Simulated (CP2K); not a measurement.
Runs of CP2K 2026.2 on Ta. Symmetry: Im-3m, No. 229, cubic system. Conventional cell: a = 3.303 Å, b = 3.303 Å, c = 3.303 Å, α = 90.00°, β = 90.00°, γ = 90.00°. Ta (site symmetry m-3m) is surrounded by 8 Ta at 2.86 Å. 

| task | level | potentials or basis | smearing | EPS_DEFAULT | NGRIDS | potentials | points a segment of the path (NPOINTS) | bands added on the path | gap on the mesh (eV) | pressure (GPa) |
| --- | --- | --- | --- | --- | --- | --- | --- | --- | --- | --- |
| band structure | MS2 | POTENTIAL_UZH Ta GTH-PBE-q13; TZVP-MOLOPT-PBE-GTH basis | fermi-dirac 0.05 eV | 1.0E-9 | 5 | Ta GTH-PBE-q13 of POTENTIAL_UZH | 8 | 4 | none | 1.3 |
| band structure | optB88-vdW | POTENTIAL_UZH Ta GTH-PBE-q13; TZVP-MOLOPT-PBE-GTH basis | fermi-dirac 0.05 eV | 1.0E-9 | 5 | Ta GTH-PBE-q13 of POTENTIAL_UZH | 8 | 4 | none | 1.2 |
| band structure | PBEsol | POTENTIAL_UZH Ta GTH-PBE-q13; TZVP-MOLOPT-PBE-GTH basis | fermi-dirac 0.05 eV | 1.0E-9 | 5 | Ta GTH-PBE-q13 of POTENTIAL_UZH | 8 | 4 | none | -4.0 |
| band structure | LDA | POTENTIAL_UZH Ta GTH-PBE-q13; TZVP-MOLOPT-PBE-GTH basis | fermi-dirac 0.05 eV | 1.0E-9 | 5 | Ta GTH-PBE-q13 of POTENTIAL_UZH | 8 | 4 | none | -7.3 |
| band structure | BLYP | POTENTIAL_UZH Ta GTH-PBE-q13; TZVP-MOLOPT-PBE-GTH basis | fermi-dirac 0.05 eV | 1.0E-9 | 5 | Ta GTH-PBE-q13 of POTENTIAL_UZH | 8 | 4 | none | (a) |
| single point | LDA | GTH_POTENTIALS Ta GTH-PADE-q13; TZVP-MOLOPT-PBE-GTH basis | gaussian 0.05 eV | 1.0E-10 | 4 | Ta GTH-PADE-q13 of GTH_POTENTIALS | - | - | none | -13.4 |
| band structure | RPBE | POTENTIAL_UZH Ta GTH-PBE-q13; TZVP-MOLOPT-PBE-GTH basis | fermi-dirac 0.05 eV | 1.0E-9 | 5 | Ta GTH-PBE-q13 of POTENTIAL_UZH | 8 | 4 | none | (b) |

Alike in all rows: no spin polarisation; cell as given; k mesh 11 × 11 × 11.

Problem. Estimate the missing entries.

Solution. (a) 8.0; (b) 4.2.

Caveats: the basis of atomic orbitals isn't converged, which shifts pressures, moduli and gaps; the potentials were made for another functional, which shifts forces and pressure (some runs); spin-orbit coupling is left out, which moves the levels of the heavy elements (some runs).

A k mesh can miss the band edges, and the runs leave out spin-orbit coupling on Ta.

A gap of «none» marks a metal or a gap under the smearing width.

Runs at the PBE level aren't shown here.
